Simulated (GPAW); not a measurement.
Crystal: Sc.

```
Sc
1.0
     3.30900    0.00000    0.00000
    -1.65450    2.86568    0.00000
     0.00000    0.00000    5.27330
Sc
2
Direct
  0.66667 0.33333 0.75000
  0.33333 0.66667 0.25000
```

Base run:

```yaml
Program: GPAW 26.7.0
Functional: SCAN
Potentials_or_basis: GPAW PAW data sets (gpaw-data 1.2.1)
Cutoff: 600 eV
Basis: pw
k_mesh: 7 × 7 × 4
Occupations: fermi-dirac, width 0.05 eV
Spin: no spin polarisation
```

Its results: pressure -0.4 GPa.

Q: The run is repeated on the same cell with these changes: functional from SCAN to TASK. What comes out?

A: Pressure 5.7 GPa.

Caveats: the PAW data sets were made with another functional, which shifts forces and pressure a little.

Not every run made on this cell is shown here.
